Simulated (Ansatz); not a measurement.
The system is MnSb.

```xyz
4
Lattice="4.1500 0.0000 0.0000 -2.0750 3.5940 0.0000 0.0000 0.0000 5.7800" Properties=species:S:1:pos:R:3 pbc="T T T"
Sb    2.0750    1.1980    4.3350
Sb    0.0000    2.3960    1.4450
Mn    0.0000    0.0000    2.8900
Mn    0.0000    0.0000    0.0000
```

Base run:

- Program: Ansatz 0.2.0
- Functional: PBEsol
- Potentials or basis: Ansatz PAW
- Cutoff: 420 eV
- Density cutoff: 1680 eV
- k mesh: 7 × 7 × 5
- Occupations: fermi-dirac, width 0.05 eV
- Spin: collinear spin, ferromagnetic start
- Starting moments: [0.0, 0.0, 4.0, 4.0] μB
- Hubbard terms: Mn d U = 2 eV

Its results: band gap on the k mesh none (metal or under the smearing width); pressure -0.5 GPa; net moment 7.63 μB per cell; site moments Sb -0.15; Mn +3.91 μB.

**Question.** After a change of settings the same cell gave: band gap on the k mesh none (metal or under the smearing width); pressure 5.6 GPa; net moment 8.18 μB per cell; site moments Sb -0.20; Mn +4.23 μB. Which change was it?
A. hubbard terms from Mn d U = 2 eV to Mn d U = 4.5 eV
B. functional from PBEsol to LDA; hubbard terms from Mn d U = 2 eV to Mn d U = 4.5 eV
C. hubbard terms from Mn d U = 2 eV to Mn d U = 1 eV

**Answer.** A.

Caveats: the magnetic or orbital state may not be the lowest; only a ferromagnetic start was run, and an antiferromagnetic order may lie lower in energy; the PAW data sets come from PBE, with cores solved anew for the run's functional, which leaves a small shift of forces and pressure; the U is typed as a test and isn't derived for this compound; the density of states is complete only up to the lowest level of the last band computed (some runs).

Not every run made on this cell is shown here.
